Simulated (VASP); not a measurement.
A run of VASP 6.6.1 is set up as follows.

The input POSCAR:

```
WC
1.0
    2.8895378121      0.0000000000      0.0000000000
   -1.4447689061      2.5024131504      0.0000000000
    0.0000000000      0.0000000000      2.8178632058
  W               C
     1     1
Direct
     0.0000000000000000    0.0000000000000000    0.0000000000000000
     0.6666666667000030    0.3333333332999970    0.5000000000000000
```

The input INCAR.step1:

```
SYSTEM = WC
PREC = Accurate
ENCUT = 600
EDIFF = 1E-8
ISMEAR = 1
SIGMA = 0.2
LREAL = .FALSE.
LASPH = .TRUE.
NELM = 80
ALGO = Fast
ISIF = 3
LWAVE = .FALSE.
LCHARG = .FALSE.
KPAR = 2
IBRION = 2
NSW = 40
EDIFFG = -0.002
```

INCAR.step2

```
SYSTEM = WC
PREC = Accurate
ENCUT = 600
EDIFF = 1E-8
ISMEAR = 1
SIGMA = 0.2
LREAL = .FALSE.
LASPH = .TRUE.
NELM = 80
ALGO = Fast
ISIF = 2
LWAVE = .FALSE.
LCHARG = .FALSE.
KPAR = 2
IBRION = 6
NFREE = 2
POTIM = 0.015
NSW = 1
```

KPOINTS

```
regular mesh
0
G
  27 27 24
  0 0 0
```

Potentials or basis: VASP PAW LDA potentials, release 64 (W_sv, C).

Launch:

```console
$ cat potpaw_LDA.64/W_sv/POTCAR potpaw_LDA.64/C/POTCAR > POTCAR
$ cp INCAR.step1 INCAR
$ mpirun -np 2 vasp_std > vasp.out
$ cp CONTCAR POSCAR
$ cp INCAR.step2 INCAR
$ mpirun -np 2 vasp_std > vasp.out
```

Q: What does it give for the highest phonon frequency at Γ, LO-TO splitting left out?

A: 629 cm⁻¹.

Phonon frequencies in cm⁻¹ (negative: imaginary):
```tsv
q point	frequencies
(0.000, 0.000, 0.000)	0 0 0 598 629 629
```

Spin-orbit coupling is left out, which matters for the levels of W.
